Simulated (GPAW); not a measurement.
Crystal: CuO.

```xyz
2
Lattice="0.0000 2.3273 2.3273 2.3273 0.0000 2.3273 2.3273 2.3273 0.0000" Properties=species:S:1:pos:R:3 pbc="T T T"
Cu    0.0000    0.0000    0.0000
O     1.1636    1.1636    1.1636
```

Measurements of this composition are mostly on another form, of space group No. 15.

Base run:

| Item | Value |
| --- | --- |
| Program | GPAW 26.7.0 |
| Functional | PBE |
| Potentials or basis | GPAW PAW data sets (gpaw-data 1.2.1) |
| Cutoff | 800 eV |
| Basis | pw |
| k mesh | 10 × 10 × 10 |
| Occupations | fermi-dirac, width 0.05 eV |
| Spin | no spin polarisation |
| Hubbard terms | Cu d U = 3 eV |

Its results: pressure -8.2 GPa.

Q: The run is repeated on the same cell with these changes: hubbard terms from Cu d U = 3 eV to Cu d U = 8 eV. What comes out?

A: Pressure -7.4 GPa.

Caveats: with this Cu data set, volumes or pressures lay over 1.5 % or 2 GPa off other programs in two to four cells of ten; an odd number of electrons without spin polarisation forces a metal; a magnetic or distorted state may lie lower; the run has no spin polarisation, though such a crystal can be magnetic; U without spin polarisation on a metal has little footing.
